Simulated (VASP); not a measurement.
A run of VASP 6.6.1:

INCAR

```
SYSTEM = PbS
PREC = Accurate ; ENCUT = 600
EDIFF = 1E-7 ; ISMEAR = 0
SIGMA = 0.02 ; LREAL = .FALSE.
LASPH = .TRUE. ; NELM = 120
ALGO = Normal ; ISIF = 3
LWAVE = .FALSE. ; LCHARG = .FALSE.
METAGGA = R2SCAN ; LMIXTAU = .TRUE.
LUSE_VDW = .TRUE. ; IVDW_NL = 2
BPARAM = 11.95 ; CPARAM = 0.0093
IBRION = 2 ; NSW = 40
EDIFFG = -0.005 ; KPAR = 4
```

KPOINTS

```
regular mesh
0
G
  10 10 10
  0 0 0
```

File POSCAR:

```
PbS
1.0
    0.0000000000      2.9600000000      2.9600000000
    2.9600000000      0.0000000000      2.9600000000
    2.9600000000      2.9600000000      0.0000000000
Pb S
1 1
Direct
    0.0000000000      0.0000000000      0.0000000000
    0.5000000000      0.5000000000      0.5000000000
```

Potentials or basis: VASP PAW PBE potentials, release 64 (Pb_d, S).

Launch:

```sh
$ cat potpaw_PBE.64/Pb_d/POTCAR potpaw_PBE.64/S/POTCAR > POTCAR
$ mpirun -np 4 vasp_std > vasp.out
```

Hardware: 4 MPI ranks on Intel(R) Xeon(R) 6975P-C (Granite Rapids) (shared host).

**Question.** Estimate the wall time of this run.

**Answer.** Wall time 3.6 min on 4 MPI ranks on Intel(R) Xeon(R) 6975P-C (Granite Rapids), on a shared host, peak memory 0.42 GiB a rank. Counts: scf iterations 44, k points 47, ion steps 3.
